## The finding

Five PBE calculations of one SiC crystal fall into a group of four and one outlier. The four Ansatz rows put the equilibrium volume at about 10.50 Å³/atom, whichever potentials they use, while SIESTA with a DZP basis puts it 1.4% higher. The energies behind the rows show why the minimum moves: SIESTA's energy lies above that of the closest Ansatz row, and this excess shrinks as the crystal expands. It therefore acts like a pressure from inside. The likely origin is the small set of atomic orbitals, which describes a compressed crystal less well than an expanded one.

DFT calculations with Ansatz and SIESTA for SiC (P6_3mc, 8-atom cell), using PBE without spin polarisation, a 10×10×3 k mesh and Fermi-Dirac smearing of 0.05 eV. Volume, bulk modulus and its pressure derivative (slope) come from Birch-Murnaghan fits to static-lattice energies at seven volumes. Basis is the plane-wave cutoff for Ansatz and the orbital set for SIESTA.

```csv
program,potentials,basis,equilibrium volume (Å³/atom),bulk modulus (GPa),bulk modulus slope
Ansatz,Ansatz PAW polarizable,420 eV,10.498,213.00,3.920
Ansatz,Ansatz PAW earlier set,820 eV,10.498,212.80,3.900
Ansatz,PseudoDojo stringent,1116 eV,10.500,212.10,3.900
Ansatz,Ansatz NC,1116 eV,10.506,212.10,3.890
SIESTA,PseudoDojo 0.5 stringent NC,DZP,10.648,212.80,3.810
```

The bulk modulus at first seems to contradict this. SIESTA's value lies within the narrow range of the other four, as if the two programs agreed on the stiffness of SiC. They agree only because each modulus belongs to its own equilibrium volume.

## Three rows to follow

The reference is Ansatz with the PseudoDojo stringent potentials. SIESTA uses norm-conserving potentials of the same family, so these two rows differ mainly in how they build the electron orbitals. Ansatz builds them from plane waves, which fill the cell evenly and favour no atom. SIESTA builds them from functions that sit on the atoms and keep their shape when the atoms move closer together.

DZP stands for double zeta plus polarisation. Each valence shell has two radial functions, and a further set of functions lets the charge shift to one side of the atom. The crystal can mix these functions in any proportion, but it can't make a shape that no mixture contains.

The third row is Ansatz with its own norm-conserving potentials, Ansatz NC. It keeps the plane waves and changes the potentials. It thus shows what a change of potential alone does to the volume.

## Why an energy offset need not move the minimum

A bulk crystal settles where its energy no longer changes with volume. If a second calculation adds the same energy at every volume, the curve rises or falls as a whole and its minimum stays where it was. Only an energy difference that varies with volume can move it.

Ansatz NC shows this well. Its energy lies 0.049 eV/atom below the reference near the minimum, yet its volume is only 0.006 Å³/atom larger. Almost all of the energy difference is the same at every volume, as befits potentials with slightly different zeros of energy.

SIESTA behaves differently. Its energy lies 0.179 eV/atom above the reference at the smallest volume calculated, 9.694 Å³/atom, and 0.153 eV/atom above it at the largest, 10.932 Å³/atom. Most of the excess is again an offset that leaves the minimum where it was. The part that fades on expansion rewards a larger crystal, and this part moves the minimum.

## From a slope to a volume

Let $V$ be the volume per atom and $E_R(V)$ the energy of the reference. SIESTA's energy is then $E_R(V)+D(V)$, where $D$ is its excess. At SIESTA's minimum the two slopes cancel:

$$\frac{dE_R}{dV}+\frac{dD}{dV}=0 .$$

Close to the reference volume $V_R$, the crystal resists a change of volume like a spring whose stiffness is set by the bulk modulus $B$:

$$\frac{dE_R}{dV}\approx\frac{B}{V_R}\,(V-V_R).$$

Putting this into the first equation gives the shift of the minimum,

$$\Delta V\approx\frac{p\,V_R}{B},\qquad p=-\frac{dD}{dV}.$$

Here $p$ is the outward pressure that the second calculation adds to the first. A stiff crystal yields little to it and a soft one yields more. The formula has no adjustable constant.

For SIESTA, the excess falls from 0.1648 to 0.1569 eV/atom between 10.313 and 10.726 Å³/atom, two volumes on either side of the reference minimum. The pressure is the fall in energy divided by the change in volume, and 1 eV/Å³ equals 160.2 GPa:

$$p\approx\frac{0.1648-0.1569}{10.726-10.313}\times160.2\ \text{GPa}\approx3.1\ \text{GPa}.$$

With the volume and modulus of the reference row, the shift becomes

$$\Delta V\approx\frac{3.1\times10.500}{212.1}\ \text{Å}^3\approx0.15\ \text{Å}^3\ \text{per atom}.$$

The table gives $10.648-10.500=0.148$ Å³/atom. The same formula reproduces the tiny shifts of the other Ansatz rows to within 0.001 Å³/atom. It would become less accurate for larger shifts, because it treats both the pressure and the stiffness as constant along the way.

This agreement should be read with care. The estimate and the equilibrium volumes come from the same energy curves, so they ought to agree. The estimate shows that a pressure of 3 GPa is enough to account for the shift, but it can't say what produces the pressure. That takes a physical argument.

## Why atomic orbitals should struggle under compression

The variational principle offers a reason why SIESTA's energy is higher. For given potentials, a restricted set of functions can't yield a lower energy than a complete set. The sign of the excess therefore suits a small basis. Its slope needs a second idea, and the simplest molecule supplies it.

Take the hydrogen molecular ion, with two protons and one electron. Describe the electron by the sum of two hydrogen 1s orbitals, one on each proton, and keep their size fixed. When the protons are far apart this description is exact, because the electron really does occupy a hydrogen atom. When the protons merge, the electron orbits a double charge and wants an orbital half as large.

The cost of the fixed size can be worked out in that limit. An orbital that decays as $e^{-\zeta r}$ around a charge of 2 has the energy $\zeta^2/2-2\zeta$ in hartree. The hydrogen orbital, with $\zeta=1$, gives $-1.5$, whereas the best orbital, with $\zeta=2$, gives $-2$. A description that was perfect for separate atoms has become wrong by half a hartree.

The error thus appears as the nuclei approach, and it pushes them apart. With fixed orbitals the bond of this ion comes out too long, and orbitals that are free to contract shorten it. The direction is the same as in SIESTA's row.

The analogy covers the direction and not the size. DZP has two radial functions in each valence shell, so its orbitals can adjust a good deal, and the error in SiC is far smaller. Silicon and carbon also exchange charge and form directed bonds, so their orbitals must change shape as well as size. What carries over is the idea that functions made for free atoms need more correction the more strongly neighbouring atoms disturb them. An opposite effect exists too: atoms that move closer lend each other their functions, which makes the basis more complete. If the basis is the cause, the fading excess means that the first effect wins here.

## How firmly the basis is identified

That SIESTA's excess falls with volume, and that this fall accounts for the shift, can be read from the energies. That the orbital basis causes the fall is an inference from the variational principle and from the behaviour of atomic orbitals. The sign of the excess is what a small basis must give. The sign of its slope fits too, but it is weaker support, because atoms that lend each other functions would tilt the excess the other way.

The main reservation concerns the potentials. SIESTA read a converted PseudoDojo file, which may not match the one in the reference row exactly. Ansatz NC shows the scale of such an effect when the potentials are changed on purpose: its added pressure is 0.12 GPa, about 25 times less than SIESTA's. This makes the potentials an unlikely source, though it doesn't rule out a fault in the conversion.

SIESTA runs with the same file and steadily larger bases would test this. If the basis is to blame, the volume should fall towards 10.50 Å³/atom as the basis grows. One larger basis that changes little wouldn't clear the orbitals, because it may still lack the shapes that matter. If the volume stays near 10.65 Å³/atom through the whole series, the potentials or another setting must be examined.

## Why the bulk modulus hides the difference

The bulk modulus measures how sharply the energy curve bends. SIESTA's excess fades quickly at small volumes and more slowly at large ones: it drops by 0.014 eV/atom over the first half of the volume range and by 0.011 eV/atom over the second. A slope that levels off in this way adds upward curvature. At any one volume near the minimum, the added curvature makes SIESTA's crystal stiffer than the reference.

To see this, both moduli must refer to the same volume. The bulk modulus slope $B'$ says how fast the modulus rises with pressure. If $B'$ is taken as constant, the modulus varies as $V^{-B'}$. SIESTA's modulus at the reference volume is then

$$212.8\times\left(\frac{10.648}{10.500}\right)^{3.81}\ \text{GPa}\approx224.5\ \text{GPa},$$

which is about 6% above the 212.1 GPa of the reference.

The table shows no such gap because SIESTA's crystal doesn't stay at that volume. It expands by 1.4%, and a slope of 3.81 turns this into a softening of about 5%. The added curvature and the expansion nearly cancel. Both come from the same fading excess, one from its bend and the other from its slope.

A matching modulus is therefore weak evidence that two calculations describe the same crystal. The volume reveals the disagreement at once, whereas the modulus shows it only when both crystals are compared at one volume.

## What is physics and what is setting

All five rows treat the same static crystal with the same functional, so the spread in volume belongs to the calculations and not to SiC. Among the Ansatz rows it amounts to 0.008 Å³/atom. The two norm-conserving sets differ from each other by more than the PseudoDojo row differs from either PAW row. With ordinary working cutoffs, such small differences give no grounds for ranking the potentials or for preferring PAW.

The agreement of these four rows shows that the potentials are nearly interchangeable for the volume and bulk modulus of this crystal. It doesn't show how close PBE comes to a real sample, since all four share the functional and the program.

For practical work, the added pressure matters more than the shift itself. A cell taken from the reference row can be used with any of the other Ansatz potentials at a cost of about 0.1 GPa of false pressure or less. The same cell used with this SIESTA basis starts under about 3 GPa, because SIESTA wants every length to be about 0.5% greater if the expansion is equal in all directions. A study of strain should therefore take its unstrained cell from the same program, potentials and basis that will be used for the strained one.
